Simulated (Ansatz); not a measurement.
**Mg2Si (antifluorite type): the dielectric function from several functionals**

Aim: the dielectric function of Mg2Si (antifluorite type) in the independent-particle picture, and how it depends on the functional and on the gap. The runs, in order: HSE06 for the gap; optics with PBE on 6×6×6; optics with r2SCAN on 6×6×6; optics with PBE and scissors to the HSE06 gap on 6×6×6.

Method: plane waves, PAW; no local fields, no excitons, in Ansatz 0.2.0.

## (1) The system as given

It takes space group Fm-3m (No. 225, cubic). The conventional cell has a = 6.338 Å, b = 6.338 Å, c = 6.338 Å, α = 90.00°, β = 90.00°, γ = 90.00°. Around Si (site symmetry m-3m) lie 8 Mg at 2.74 Å. Around Mg (site symmetry -43m) lie 4 Si at 2.74 Å.

Structure file:

```cif
data_structure
_symmetry_space_group_name_H-M 'P 1'
_symmetry_Int_Tables_number 1
_cell_length_a 4.4816
_cell_length_b 4.4816
_cell_length_c 4.4816
_cell_angle_alpha 60.000
_cell_angle_beta 60.000
_cell_angle_gamma 60.000
_cell_volume 63.65
loop_
_atom_site_label
_atom_site_type_symbol
_atom_site_fract_x
_atom_site_fract_y
_atom_site_fract_z
_atom_site_occupancy
Si1 Si 0.00000 0.00000 0.00000 1
Mg1 Mg 0.25000 0.25000 0.25000 1
Mg2 Mg 0.75000 0.75000 0.75000 1
```

Cell and atoms come from an earlier r2SCAN relaxation.

## (2) A hybrid for the gap

input.yaml reads:

```yaml
crystal:
  lattice:
    - [0.0, 3.1689631853, 3.1689631853]
    - [3.1689631853, 0.0, 3.1689631853]
    - [3.1689631853, 3.1689631853, 0.0]
  atoms:
    - { symbol: Si, position: [0.0, 0.0, 0.0] }
    - { symbol: Mg, position: [0.25, 0.25, 0.25] }
    - { symbol: Mg, position: [0.75, 0.75, 0.75] }
kpoints:
  mp_grid: { grid: [4, 4, 4] }
  band_path:
    path:
      - [0.0, 0.0, 0.0]
      - [0.5, 0.0, 0.5]
      - [0.625, 0.25, 0.625]
      - [0.375, 0.375, 0.75]
      - [0.5, 0.5, 0.5]
      - [0.5, 0.25, 0.75]
      - [0.0, 0.5, 0.5]
    npoints: 1
hamiltonian:
  xc: hse06
scf:
  occupations: { method: fixed }
  n_extra_bands: 4
output:
  forces: true
  stress: true
  eigenvalues: true
```

The run is started by

```bash
> ansatz run input.yaml --threads 4 --pin off --max-ram 3686MiB --backend cpu --events-out ev --progress --plain --runs-dir out
```

Further steps of the session: Optics, PBE; Optics, r2SCAN; Optics, PBE with a scissors shift.

Before running them: what should the planned runs give, taken together? Wanted: ε∞, PBE; ε∞, r2SCAN; tallest peak of ε₂, PBE; tallest peak of ε₂, r2SCAN; HSE06 direct gap.

**Answer**, as computed:

```
                                  quantity            value
                                   ε∞, PBE            16.65
                                ε∞, r2SCAN            13.40
                ε∞, PBE + 0.66 eV scissors            13.74
                   tallest peak of ε₂, PBE  72.7 at 2.65 eV
                tallest peak of ε₂, r2SCAN  64.6 at 3.05 eV
tallest peak of ε₂, PBE + 0.66 eV scissors  72.7 at 3.30 eV
                          HSE06 direct gap          2.57 eV
```

What this shows: From PBE to PBE + 0.66 eV scissors the direct gap grows from 1.91 to 2.57 eV, and ε∞ goes from 16.65 to 13.74. Local fields and excitons are left out: both change ε∞, and without excitons the onset lacks its lines.
